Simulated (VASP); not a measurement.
Hf:

```
Hf
1.0
     3.19670    0.00000    0.00000
    -1.59835    2.76842    0.00000
     0.00000    0.00000    5.05780
Hf
2
Direct
  0.66667 0.33333 0.75000
  0.33333 0.66667 0.25000
```

Program: VASP 6.6.1. Alike in all runs: task band structure; no spin polarisation; cell as given; k mesh 10 × 10 × 5; cutoff (eV) 520; smearing fermi-dirac 0.05 eV.

Order these runs on this cell by their pressure, lowest first.
A. level r2SCAN; potentials or basis VASP PAW PBE potentials, release 64 (Hf_pv); further INCAR settings ALGO = Normal; EDIFF = 1e-07
B. level LDA; potentials or basis VASP PAW LDA potentials, release 64 (Hf_pv); further INCAR settings ALGO = Fast; EDIFF = 1e-07
C. level SCAN; potentials or basis VASP PAW PBE potentials, release 64 (Hf_pv); further INCAR settings ALGO = Normal; EDIFF = 1e-07
D. level revPBE; potentials or basis VASP PAW PBE potentials, release 64 (Hf_pv); further INCAR settings ALGO = Fast; EDIFF = 1e-07

B (-7.8 GPa), C (-4.4 GPa), A (-0.8 GPa), D (2.2 GPa).

Caveats: the PAW data sets were made with another functional, which shifts forces and pressure a little (some runs).
